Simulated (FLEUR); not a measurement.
# MgS (Niningerite) (Fm-3m) in FLEUR: a series of runs

One crystal, MgS (Niningerite), is run at these levels: LDA; tasks: band structure, equation of state.

All numbers are computed with FLEUR MaX-R8.1 (later development tree); they aren't measurements. Logs are shortened: lines on timing, memory, paths and dates and some standing lists are left out, and cuts for length are marked.

### Step 1. Starting point

It takes space group Fm-3m (No. 225, cubic). Conventional cell: a = 5.203 Å, b = 5.203 Å, c = 5.203 Å, α = 90.00°, β = 90.00°, γ = 90.00°. S (site symmetry m-3m) is surrounded by 6 Mg at 2.60 Å. Around Mg (site symmetry m-3m) lie 6 S at 2.60 Å.

### Step 2. Band structure, LDA

inp.xml reads:

```xml
<?xml version="1.0" encoding="UTF-8" standalone="no"?>
<fleurInput fleurInputVersion="0.39">
   <comment>
      MgS                                                                                                 
   </comment>
   <calculationSetup>
      <cutoffs Kmax="4.3" Gmax="13.3" GmaxXC="13.3" numbands="0"/>
      <scfLoop itmax="60" minDistance="0.00001" maxIterBroyd="15" imix="Anderson" alpha="0.05" precondParam="0.0" spinf="2.0" sdNocoIR="T"/>
      <coreElectrons ctail="T" frcor="F" kcrel="0" coretail_lmax="0"/>
      <xcFunctional name="vwn" relativisticCorrections="F"/>
      <magnetism jspins="1"/>
      <soc l_soc="F" theta="0.0" phi="0.0" spav="F"/>
      <expertModes spex="0" secvar="F"/>
      <geometryOptimization l_f="F" forcealpha="1.0" forcemix="BFGS" epsdisp="0.00001" epsforce="0.00001"/>
      <ldaU l_linMix="F" mixParam="0.05" spinf="1.0"/>
   </calculationSetup>
   <cell>
      <bzIntegration valenceElectrons="16.0" mode="hist" fermiSmearingEnergy="0.00183747">
         <kPointListSelection listName="default-1"/>
         <!-- k-points included here -->
         <xi:include xmlns:xi="http://www.w3.org/2001/XInclude" href="kpts.xml"> </xi:include>
      </bzIntegration>
      <!-- symmetry operations included here -->
      <xi:include xmlns:xi="http://www.w3.org/2001/XInclude" href="sym.xml"> </xi:include>
[... 30 lines left out ...]
         </electronConfig>
         <energyParameters s="3" p="2" d="3" f="4"/>
         <lo type="SCLO" l="0" n="2" eDeriv="0"/>
         <lo type="HELO" l="1" n="3" eDeriv="0"/>
         <lo type="HELO" l="1" n="3" eDeriv="1"/>
         <lo type="SCLO" l="2" n="3" eDeriv="2"/>
         <lo type="SCLO" l="3" n="4" eDeriv="2"/>
      </species>
   </atomSpecies>
   <atomGroups>
      <atomGroup species="Sulfur (S)">
         <relPos label="                   1">1.000/2.000 1.000/2.000 1.000/2.000</relPos>
         <force calculate="T" relaxXYZ="TTT"/>
      </atomGroup>
      <atomGroup species="Magnesium (Mg)">
         <relPos label="                   2">.0000000000 .0000000000 .0000000000</relPos>
         <force calculate="T" relaxXYZ="TTT"/>
      </atomGroup>
   </atomGroups>
   <output dos="F" band="F" slice="F">
      <checks vchk="F" cdinf="F"/>
      <bandDOS minEnergy="-.5*Htr" maxEnergy="0.5*Htr" sigma="0.015" storeEVData="T"/>
      <vacuumDOS vacdos="F" integ="F" star="F" nstars="0" locx1="0.0" locy1="0.0" locx2="0.0" locy2="0.0" nstm="0" tworkf="0.0"/>
      <unfoldingBand unfoldBand="F" supercellX="1" supercellY="1" supercellZ="1"/>
      <plotting iplot="0" polar="F">
         <plot TwoD="T" vec1="  1.0  0.0  0.0" vec2="  0.0  1.0  0.0" vec3="  0.0  0.0  1.0" zero="  0.0  0.0  0.0" file="plot"/>
      </plotting>
      <chargeDensitySlicing numkpt="0" minEigenval="0.0" maxEigenval="0.0" nnne="0" pallst="F"/>
      <specialOutput eonly="F"/>
      <moessbauerParams electricFieldGradient="T" isomerShift="T" coreHyperfine="T" valenceHyperfine="T"/>
      <magneticCircularDichroism mcd="F" energyLo="-10.0" energyUp="0.0"/>
   </output>
  <!-- We include the file relax.xml here to enable relaxations (see documentation) -->
  <xi:include xmlns:xi="http://www.w3.org/2001/XInclude" href="relax.xml"> <xi:fallback/> </xi:include>
</fleurInput>
```

crystal.txt reads:

```
MgS
&input cartesian=F /
0.0000000000  2.6016500000  2.6016500000
2.6016500000  0.0000000000  2.6016500000
2.6016500000  2.6016500000  0.0000000000
1.8897261246
1.0 1.0 1.0

2
16 0.5000000000  0.5000000000  0.5000000000
12 0.0000000000  0.0000000000  0.0000000000

&kpt div1=9 div2=9 div3=9 gamma=T /
```

inp.xml (bands) reads:

```
<?xml version="1.0" encoding="UTF-8" standalone="no"?>
<fleurInput fleurInputVersion="0.39">
   <comment>
      MgS                                                                                                 
   </comment>
   <calculationSetup>
      <cutoffs Kmax="4.3" Gmax="13.3" GmaxXC="13.3" numbands="0"/>
      <scfLoop itmax="60" minDistance="0.00001" maxIterBroyd="15" imix="Anderson" alpha="0.05" precondParam="0.0" spinf="2.0" sdNocoIR="T"/>
      <coreElectrons ctail="T" frcor="F" kcrel="0" coretail_lmax="0"/>
      <xcFunctional name="vwn" relativisticCorrections="F"/>
      <magnetism jspins="1"/>
      <soc l_soc="F" theta="0.0" phi="0.0" spav="F"/>
      <expertModes spex="0" secvar="F"/>
      <geometryOptimization l_f="F" forcealpha="1.0" forcemix="BFGS" epsdisp="0.00001" epsforce="0.00001"/>
      <ldaU l_linMix="F" mixParam="0.05" spinf="1.0"/>
   </calculationSetup>
   <cell>
      <bzIntegration valenceElectrons="16.0" mode="hist" fermiSmearingEnergy="0.00183747">
         <kPointListSelection listName="path-1"/>
         <!-- k-points included here -->
         <xi:include xmlns:xi="http://www.w3.org/2001/XInclude" href="kpts.xml"> </xi:include>
      </bzIntegration>
      <!-- symmetry operations included here -->
      <xi:include xmlns:xi="http://www.w3.org/2001/XInclude" href="sym.xml"> </xi:include>
      <bulkLattice scale="1.0">
[... 29 lines left out ...]
         </electronConfig>
         <energyParameters s="3" p="2" d="3" f="4"/>
         <lo type="SCLO" l="0" n="2" eDeriv="0"/>
         <lo type="HELO" l="1" n="3" eDeriv="0"/>
         <lo type="HELO" l="1" n="3" eDeriv="1"/>
         <lo type="SCLO" l="2" n="3" eDeriv="2"/>
         <lo type="SCLO" l="3" n="4" eDeriv="2"/>
      </species>
   </atomSpecies>
   <atomGroups>
      <atomGroup species="Sulfur (S)">
         <relPos label="                   1">1.000/2.000 1.000/2.000 1.000/2.000</relPos>
         <force calculate="T" relaxXYZ="TTT"/>
      </atomGroup>
      <atomGroup species="Magnesium (Mg)">
         <relPos label="                   2">.0000000000 .0000000000 .0000000000</relPos>
         <force calculate="T" relaxXYZ="TTT"/>
      </atomGroup>
   </atomGroups>
   <output dos="F" band="T" slice="F">
      <checks vchk="F" cdinf="F"/>
      <bandDOS minEnergy="-.5*Htr" maxEnergy="0.5*Htr" sigma="0.015" storeEVData="T"/>
      <vacuumDOS vacdos="F" integ="F" star="F" nstars="0" locx1="0.0" locy1="0.0" locx2="0.0" locy2="0.0" nstm="0" tworkf="0.0"/>
      <unfoldingBand unfoldBand="F" supercellX="1" supercellY="1" supercellZ="1"/>
      <plotting iplot="0" polar="F">
         <plot TwoD="T" vec1="  1.0  0.0  0.0" vec2="  0.0  1.0  0.0" vec3="  0.0  0.0  1.0" zero="  0.0  0.0  0.0" file="plot"/>
      </plotting>
      <chargeDensitySlicing numkpt="0" minEigenval="0.0" maxEigenval="0.0" nnne="0" pallst="F"/>
      <specialOutput eonly="F"/>
      <moessbauerParams electricFieldGradient="T" isomerShift="T" coreHyperfine="T" valenceHyperfine="T"/>
      <magneticCircularDichroism mcd="F" energyLo="-10.0" energyUp="0.0"/>
   </output>
  <!-- We include the file relax.xml here to enable relaxations (see documentation) -->
  <xi:include xmlns:xi="http://www.w3.org/2001/XInclude" href="relax.xml"> <xi:fallback/> </xi:include>
</fleurInput>
```

Potentials or basis: all-electron, FLAPW.

Run with:

```console
$ inpgen -f crystal.txt -profile fastHighL
$ # inp.xml edited to the form shown
$ fleur_MPI
$ fleur_MPI   # second run, on inp.xml (bands)
```

The log of the run:

```text
Welcome to FLEUR        (www.flapw.de)
      MaX-Release 8.1          (www.max-centre.eu)

 ========== k-point set info ==========
 Selected k-point list: default-1
 k-point list type: mesh
 9 x 9 x 9
 Number of k points: 35

 ------------Calculation Setup---------------------------
 Number of MPI-tasks      :            1
 Number of PE/node        :            1
 Number of OMP-threads    :            1
 Most efficient MPI parallelization for:
           1           5           7          35
 Additional eigenvalue parallelization possible
 Number of basis functions:          401
 Approximate size of matrices (H+S) per k-point:         0.002 GB
 --------------------------------------------------------
 Iteration:     1   Distance:       7.61737865 me/bohr^3
 Iteration:     2   Distance:       6.86415401 me/bohr^3
 Iteration:     3   Distance:       2.82281969 me/bohr^3
 Iteration:     4   Distance:       0.92001059 me/bohr^3
 Iteration:     5   Distance:       0.49382046 me/bohr^3
 Iteration:     6   Distance:       0.07309979 me/bohr^3
 Iteration:     7   Distance:       0.03745312 me/bohr^3
 Iteration:     8   Distance:       0.00372738 me/bohr^3
 Iteration:     9   Distance:       0.00313544 me/bohr^3
 Iteration:    10   Distance:       0.00166708 me/bohr^3
 Iteration:    11   Distance:       0.00005234 me/bohr^3
 Iteration:    12   Distance:       0.00005042 me/bohr^3
 Iteration:    13   Distance:       0.00000256 me/bohr^3

 ********************************************************************
 Run finished successfully
 Stop message:
   all done
 ********************************************************************
```

output (bands):

```text
Welcome to FLEUR        (www.flapw.de)
      MaX-Release 8.1          (www.max-centre.eu)

 ========== k-point set info ==========
 Selected k-point list: path-1
 k-point list type: path
 Number of k points: 60

 ------------Calculation Setup---------------------------
 Number of MPI-tasks      :            1
 Number of PE/node        :            1
 Number of OMP-threads    :            1
 Most efficient MPI parallelization for:
           1           2           3           4           5           6          10          12          15          20          30          60
 Additional eigenvalue parallelization possible
 Number of basis functions:          402
 Approximate size of matrices (H+S) per k-point:         0.002 GB
 --------------------------------------------------------
 Fermi energy correction for insulators:
 No automatic correction of the Fermi energy has been performed.

 Note: Band structure data (together with different weights) is also stored in the banddos.hdf file.
       A convenient way of extracting and plotting the data from that file is by making use of the

 ********************************************************************
 Run finished successfully
 Stop message:
   Charge density postprocessing done.
 ********************************************************************
```

out.xml (last iteration):

```text
<iteration numberForCurrentRun="   13" overallNumber="   13">
         <energyParameters units="Htr">
            <atomicEP atomType="1" spin="1" branch="3s" branchLowest="-7.29" branchHighest="0.24" value="-0.2583880024"/>
            <atomicEP atomType="1" spin="1" branch="3p" branchLowest="-5.29" branchHighest="0.78" value="0.0651997884"/>
            <atomicEP atomType="1" spin="1" branch="3d" branchLowest="-9.99" branchHighest="1.49" value="0.3507914245"/>
            <atomicEP atomType="1" spin="1" branch="4f" branchLowest="-9.99" branchHighest="3.56" value="0.5263898508"/>
            <loAtomicEP atomType="1" spin="1" branch="3s" branchLowest="-7.29" branchHighest="0.24" value="-0.2583880024"/>
            <loAtomicEP atomType="1" spin="1" branch="3p" branchLowest="-5.29" branchHighest="0.78" value="0.0645132881"/>
            <loAtomicEP atomType="1" spin="1" branch="3d" branchLowest="-9.99" branchHighest="1.49" value="0.3507876210"/>
            <loAtomicEP atomType="1" spin="1" branch="4f" branchLowest="-9.99" branchHighest="3.56" value="0.5263923051"/>
            <atomicEP atomType="2" spin="1" branch="3s" branchLowest="-2.55" branchHighest="1.60" value="0.1168097714"/>
            <atomicEP atomType="2" spin="1" branch="2p" branchLowest="-9.99" branchHighest="-1.34" value="-1.3535966464"/>
            <atomicEP atomType="2" spin="1" branch="3d" branchLowest="-9.99" branchHighest="2.11" value="0.4079962682"/>
            <atomicEP atomType="2" spin="1" branch="4f" branchLowest="-9.99" branchHighest="3.93" value="0.5736449079"/>
            <loAtomicEP atomType="2" spin="1" branch="2s" branchLowest="-45.70" branchHighest="-2.55" value="-2.5543865957"/>
            <heloAtomicEP atomType="2" spin="1" branch="3p" branchLowest="1.21" branchHighest="1.21" value="1.2086533495"/>
            <heloAtomicEP atomType="2" spin="1" branch="3p" branchLowest="1.21" branchHighest="1.21" value="1.2086533495"/>
            <loAtomicEP atomType="2" spin="1" branch="3d" branchLowest="-9.99" branchHighest="2.11" value="0.4079966929"/>
            <loAtomicEP atomType="2" spin="1" branch="4f" branchLowest="-9.99" branchHighest="3.93" value="0.5736472883"/>
         </energyParameters>
         <eigenvalues>
            <eigenvaluesAt spin="1" ikpt="1" k_x="0.00000000" k_y="0.00000000" k_z="0.00000000">
                      -2.5543954001       -1.3570111728       -1.3570111728       -1.3570111728       -0.2993868044
                       0.1655026476        0.1655026476        0.1655026476        0.2935433734        0.4522385673
                       0.4522385673        0.4522385673        0.5393713885
            </eigenvaluesAt>
            <eigenvaluesAt spin="1" ikpt="2" k_x="0.00000000" k_y="0.00000000" k_z="0.11111111">
                      -2.5543938298       -1.3570397802       -1.3570147713       -1.3570147713       -0.2949023350
                       0.1327496398        0.1624909287        0.1624909287        0.3192810334        0.4416342912
                       0.4600485530        0.4600485530        0.5182322306
            </eigenvaluesAt>
            <eigenvaluesAt spin="1" ikpt="3" k_x="0.00000000" k_y="0.00000000" k_z="0.22222222">
                      -2.5543900408       -1.3571141623       -1.3570244404       -1.3570244404       -0.2824459346
                       0.0747887164        0.1555033085        0.1555033085        0.3410314508        0.4526452602
                       0.4526452602        0.4537248904        0.5258039003
            </eigenvaluesAt>
[... 19 lines left out ...]
            <state n="2" l="0" j="0.5" energy="-7.2873789348" weight="1.0000000000"/>
            <state n="2" l="1" j="0.5" energy="-5.3223448112" weight="1.0000000000"/>
            <state n="2" l="1" j="1.5" energy="-5.2760981206" weight="2.0000000000"/>
         </coreStates>
         <coreStates atomType="     2" atomicNumber=" 12" spin="1" kinEnergy="    134.0145475489" eigValSum="    -91.4013914733" lostElectrons=" 0.000000">
            <state n="1" l="0" j="0.5" energy="-45.7006957366" weight="1.0000000000"/>
         </coreStates>
         <allElectronCharges>
            <spinDependentCharge spin="1" total="28.0000000" interstitial="2.5903731" mtSpheres="25.4096269"/>
            <totalCharge value="27.9999999974"/>
         </allElectronCharges>
         <moessbauerParams unitsHFF="kG" unitsIS="e/bohr^3" unitsEFG="Htr/bohr^2">
            <coreIsomerShift atomType="1" isTotal="2907.47422">
               <shell n="1" l="0" isomerShift="2701.26387"/>
               <shell n="2" l="0" isomerShift="205.85139"/>
               <shell n="2" l="1" isomerShift="0.35896"/>
            </coreIsomerShift>
            <coreIsomerShift atomType="2" isTotal="1077.32433">
               <shell n="1" l="0" isomerShift="1077.32433"/>
            </coreIsomerShift>
            <isomerShift atomType="1" nucleusRadius="0.0000750" averageDensity="2926.24776"/>
            <isomerShift atomType="2" nucleusRadius="0.0000684" averageDensity="1148.07663"/>
            <electricFieldGradient atomType="1" VXX="0.00000" VYY="0.00000" VZZ="0.00000" asymParam="0.00000">
            </electricFieldGradient>
            <electricFieldGradient atomType="2" VXX="0.00000" VYY="0.00000" VZZ="0.00000" asymParam="0.00000">
            </electricFieldGradient>
         </moessbauerParams>
         <totalEnergy                                    value="     -597.6469165738" units="Htr">
            <sumOfEigenvalues                            value="     -326.2110712996">
               <coreElectrons value="-312.9640792214"/>
               <valenceElectrons value="-13.2469920783"/>
            </sumOfEigenvalues>
            <densityCoulombPotentialIntegral value="-872.2068618171"/>
            <densityEffectivePotentialIntegral value="-925.1881424857"/>
            <chargeDenXCDenIntegral value="-40.1020700168"/>
            <FockExchangeEnergyValence value="0.0000000000"/>
            <FockExchangeEnergyCore value="0.0000000000"/>
            <atomTypeDependentContributions atomType="1">
               <electronNucleiInteractionDifferentMTs value="472.9642093464"/>
               <MadelungTerm value="-5.7352952929"/>
            </atomTypeDependentContributions>
            <atomTypeDependentContributions atomType="2">
               <electronNucleiInteractionDifferentMTs value="236.9747544613"/>
               <MadelungTerm value="-4.7442277341"/>
            </atomTypeDependentContributions>
            <tkbTimesEntropy value="0.0000000000"/>
            <freeEnergy value="-597.6469165738"/>
            <extrapolationTo0K value="-597.6469165738"/>
         </totalEnergy>
         <densityConvergence units="me/bohr^3">
            <chargeDensity spin="1" distance="0.0000025626"/>
         </densityConvergence>
      </iteration>
```

It took 23 s on 1 thread of Arm Neoverse V1, shared host; peak memory 0.05 GiB.

What came out:

```yaml
Free_energy: -16262.8011 eV
Band_gap_on_the_k_mesh: 2.69 eV, indirect (least direct gap 3.48 eV)
Band_gap_along_the_path: 2.56 eV, indirect (least direct gap 3.48 eV)
Valence_electrons_inside_the_program's_atomic_spheres: S 4.86; Mg 8.55 (radii S 2.28, Mg 2.28 bohr)
```

Levels at the corners of the path, in eV from the valence-band top:
| point | band 4 | band 5 | band 6 | band 7 | band 8 | band 9 | band 10 | band 11 | band 12 | band 13 |
| --- | --- | --- | --- | --- | --- | --- | --- | --- | --- | --- |
| Γ | -41.43 | -12.65 | 0.00 | 0.00 | 0.00 | 3.48 | 7.80 | 7.80 | 7.80 | 10.17 |
| X | -41.43 | -10.95 | -4.24 | -1.70 | -1.70 | 2.56 | 4.25 | 11.79 | 12.58 | 13.11 |
| W | -41.43 | -10.90 | -3.27 | -3.27 | -2.41 | 5.08 | 7.81 | 7.81 | 7.85 | 14.08 |
| K | -41.43 | -10.94 | -3.74 | -3.24 | -1.38 | 3.71 | 6.56 | 9.49 | 9.92 | 11.63 |
| Γ | -41.43 | -12.65 | 0.00 | 0.00 | 0.00 | 3.48 | 7.80 | 7.80 | 7.80 | 10.17 |
| L | -41.43 | -11.32 | -4.90 | -0.59 | -0.59 | 4.37 | 6.72 | 6.72 | 9.86 | 11.95 |
| U | -41.43 | -10.94 | -3.74 | -3.24 | -1.38 | 3.71 | 6.56 | 9.49 | 9.92 | 11.63 |
| W | -41.43 | -10.90 | -3.27 | -3.27 | -2.41 | 5.08 | 7.81 | 7.81 | 7.85 | 14.08 |
| L | -41.43 | -11.32 | -4.90 | -0.59 | -0.59 | 4.37 | 6.72 | 6.72 | 9.86 | 11.95 |
| K | -41.43 | -10.94 | -3.74 | -3.24 | -1.38 | 3.71 | 6.56 | 9.49 | 9.92 | 11.63 |
| U | -41.43 | -10.94 | -3.74 | -3.24 | -1.38 | 3.71 | 6.56 | 9.49 | 9.92 | 11.63 |
| X | -41.43 | -10.95 | -4.24 | -1.70 | -1.70 | 2.56 | 4.25 | 11.79 | 12.58 | 13.11 |

Core levels (eV from the Fermi level):
```tsv
atom	levels
1 S	1s1/2 -2388.7, 2s1/2 -202.8, 2p1/2 -149.3, 2p3/2 -148.1
2 Mg	1s1/2 -1248.1
```

Caveat: the mesh misses the band edges, which the band path finds closer together.

### Step 3. Equation of state, LDA, 16.55 Å³/atom (volume scaled by 0.94)

Changes to inp.xml since step 2:

```diff
@@ -6,3 +6,3 @@
    <calculationSetup>
-      <cutoffs Kmax="4.3" Gmax="13.3" GmaxXC="13.3" numbands="0"/>
+      <cutoffs Kmax="4.43" Gmax="13.7" GmaxXC="13.7" numbands="0"/>
       <scfLoop itmax="60" minDistance="0.00001" maxIterBroyd="15" imix="Anderson" alpha="0.05" precondParam="0.0" spinf="2.0" sdNocoIR="T"/>
@@ -24,3 +24,3 @@
       <xi:include xmlns:xi="http://www.w3.org/2001/XInclude" href="sym.xml"> </xi:include>
-      <bulkLattice scale="1.0">
+      <bulkLattice scale="0.9795861087">
          <bravaisMatrix>
@@ -34,3 +34,3 @@
       <species name="Sulfur (S)" element="S" atomicNumber="16">
-         <mtSphere radius="2.28" gridPoints="753" logIncrement="0.016"/>
+         <mtSphere radius="2.21" gridPoints="753" logIncrement="0.016"/>
          <atomicCutoffs lmax="9" lnonsphr="7"/>
@@ -49,3 +49,3 @@
       <species name="Magnesium (Mg)" element="Mg" atomicNumber="12">
-         <mtSphere radius="2.28" gridPoints="753" logIncrement="0.015"/>
+         <mtSphere radius="2.21" gridPoints="753" logIncrement="0.015"/>
          <atomicCutoffs lmax="9" lnonsphr="7"/>
```

Potentials or basis: all-electron, FLAPW.

Run with:

```console
$ inpgen -f crystal.txt -profile fastHighL
$ # inp.xml edited to the form shown
$ fleur_MPI
```

Run time: 21 s. Hardware: 1 thread of Arm Neoverse V1, shared host; peak memory 0.08 GiB.

The run converged. Its results:

```yaml
Free_energy: -16262.8142 eV
Band_gap_on_the_k_mesh: 2.82 eV, indirect (least direct gap 3.99 eV)
Valence_electrons_inside_the_program's_atomic_spheres: S 4.69; Mg 8.53 (radii S 2.21, Mg 2.21 bohr)
```

Caveat: an odd mesh through Γ misses points on the zone boundary, where band edges often lie.

(Part 1 of 2 ends here.)
